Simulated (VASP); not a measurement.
Os:

```
Os
1.0
     2.73410    0.00000    0.00000
    -1.36705    2.36780    0.00000
     0.00000    0.00000    4.31970
Os
2
Direct
  0.66667 0.33333 0.75000
  0.33333 0.66667 0.25000
```

```yaml
Program: VASP 6.6.1
Task: relaxation of cell and atoms
Functional: rev-vdW-DF2
Potentials_or_basis: VASP PAW PBE potentials, release 64 (Os)
Cutoff: 600 eV
k_mesh: 11 × 11 × 6
Occupations: fermi-dirac, width 0.05 eV
Spin: no spin polarisation
```

At the start: pressure 6.1 GPa; volume 13.98 Å³/atom.

Task: How do energy, volume and symmetry change on relaxing?

Result: Over 9 steps the energy falls by 3.7 meV/atom and the volume is 14.18 Å³/atom (+1.4 %); space group P6_3/mmc (No. 194, to 0.05 Å).

Step by step:
```tsv
step	energy change (eV)	largest force (eV/Å)	pressure (GPa)	volume (Å³)
1	0.0000	0.0000	6.07	27.96
2	0.1253	0.0000	-22.12	30.16
3	-0.0073	0.0000	-0.16	28.37
4	-0.0073	0.0000	-0.01	28.36
5	-0.0073	0.0000	0.10	28.35
6	-0.0073	0.0000	0.10	28.35
7	-0.0074	0.0000	0.10	28.35
8	-0.0073	0.0000	-0.36	28.38
9	-0.0074	0.0000	0.00	28.36
```

Final structure:
```yaml
crystal:
  lattice:
    - [2.74716, 0.00000, 0.00000]
    - [-1.37358, 2.37911, 0.00000]
    - [0.00000, 0.00000, 4.33923]
  atoms:
    - { symbol: Os, position: [0.66667, 0.33333, 0.75000] }
    - { symbol: Os, position: [0.33333, 0.66667, 0.25000] }
```

Caveat: the PAW data sets were made with another functional, which shifts forces and pressure a little.
